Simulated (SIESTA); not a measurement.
Crystal: Ge.

```xyz
4
Lattice="3.9976 0.0000 0.0000 -1.9988 3.4620 0.0000 0.0000 0.0000 6.5994" Properties=species:S:1:pos:R:3 pbc="T T T"
Ge    0.0000    2.3080    6.1843
Ge    1.9988    1.1540    2.8846
Ge    0.0000    2.3080    3.7148
Ge    1.9988    1.1540    0.4151
```

This isn't the form of Ge at room conditions, which is diamond.

Base run:

```yaml
Program: SIESTA 5.4.2
Functional: LDA
Potentials_or_basis: PseudoDojo 0.4 standard (LDA files)
Basis: DZP (energy shift 0.003 Ry; two zetas on semicore shells)
Grid_cutoff: 800 Ry
Energy_shift: 0.003 Ry
k_mesh: 8 × 8 × 4
Occupations: fermi-dirac, width 0.05 eV
Spin: no spin polarisation
```

Its results: pressure -0.9 GPa; largest force 0.022 eV/Å.

Q: The run is repeated on the same cell with these changes: functional from LDA to BLYP; potentials or basis from PseudoDojo 0.4 standard (LDA files) to PseudoDojo 0.4 standard (PBE files). What comes out?

A: Pressure 7.3 GPa; largest force 0.047 eV/Å.

Caveats: the basis of atomic orbitals isn't converged, which shifts pressures, moduli and gaps; the potentials were made for another functional, which shifts forces and pressure (some runs).

Not every run made on this cell is shown here.
